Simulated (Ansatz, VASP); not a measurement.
**InSe in VASP and in Ansatz**

Contents of INCAR:

```
  ALGO = Normal
  EDIFF = 1E-6
  ENCUT = 520
  GGA = PE
  ISIF = 2
  ISMEAR = 0
  LASPH = True
  LCHARG = True
  LELF = True
  LREAL = False
  LVHAR = True
  LWAVE = False
  NBANDS = 16
  NELM = 100
  PREC = Accurate
  SIGMA = 0.1
```

Contents of KPOINTS:

```
k-points
0
Gamma
  6 6 6
```

File POSCAR:

```
InSe
1.0
    0.0000000000      2.9599460300      2.9599460300
    2.9599460300      0.0000000000      2.9599460300
    2.9599460300      2.9599460300      0.0000000000
In Se
1 1
Direct
    0.5000000000      0.5000000000      0.5000000000
    0.0000000000      0.0000000000      0.0000000000
```

Input for Ansatz:

```yaml
crystal:
  lattice:
    - [0.0, 2.95994603, 2.95994603]
    - [2.95994603, 0.0, 2.95994603]
    - [2.95994603, 2.95994603, 0.0]
  atoms:
    - { symbol: In, position: [0.5, 0.5, 0.5] }
    - { symbol: Se, position: [0.0, 0.0, 0.0] }
basis:
  ecutwfc: 420
kpoints:
  mp_grid: { grid: [6, 6, 6] }
hamiltonian:
  xc: pbe
scf:
  occupations: { method: gaussian, width: 0.1 }
  lower_state_search: "off"
output:
  forces: true
  stress: true
  eigenvalues: true
```

Change from the starting cell: species swapped into the YbS type (Fm-3m, No. 225).

Alike in both runs: task single point; functional PBE; k mesh 6 × 6 × 6; occupations gaussian, width 0.1 eV; no spin polarisation.

```csv
,VASP,Ansatz
version,VASP 6.6.1,Ansatz 0.2.0
potentials or method,"VASP PAW PBE potentials, release 64 (In_d, Se)","scalar-relativistic, plane waves, PAW"
plane-wave cutoff (eV),520,420
valence electrons in the cell,19,29
```

|  | VASP | Ansatz | Ansatz less VASP |
| --- | --- | --- | --- |
| gap on the k mesh at the Fermi level (eV) | none | none | - |
| pressure (GPa) | 0.5 | 0.5 | -0.01 |

A gap of «none» marks a metal or a gap that the smearing closes. The two sets of potentials don't hold the same shells in valence.
